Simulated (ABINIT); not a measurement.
SnTe:

```xyz
2
Lattice="0.0000 3.6111 3.6111 3.6111 0.0000 3.6111 3.6111 3.6111 0.0000" Properties=species:S:1:pos:R:3 pbc="T T T"
Te    1.8056    1.8056    1.8056
Sn    0.0000    0.0000    0.0000
```

Measurements of this composition are mostly on another form, of space group No. 225.

Base run:

| Quantity | Value |
| --- | --- |
| Program | ABINIT 10.8.3 (patched build) |
| Functional | PBE |
| Potentials or basis | JTH PAW PBE v2.0 |
| Cutoff | 599 eV |
| k mesh | 7 × 7 × 7 |
| Occupations | fermi-dirac, width 0.05 eV |
| Spin | no spin polarisation |

Its results: band gap on the k mesh 0.33 eV, indirect (least direct gap 0.83 eV); pressure -0.1 GPa.

**Question.** The run is repeated on the same cell with these changes: functional from PBE to PBEsol. What comes out?

**Answer.** Band gap on the k mesh 0.29 eV, indirect (least direct gap 0.79 eV); pressure -1.4 GPa.

PBEsol binds more tightly than PBE, so the same cell stands under less pressure.

Caveats: spin-orbit coupling is left out, which moves the levels of the heavy elements; an odd mesh through Γ misses points on the zone boundary, where band edges often lie (some runs); the PAW data sets were made with another functional, which shifts forces and pressure a little (some runs); the mesh misses the band edges, which the band path finds closer together (some runs).
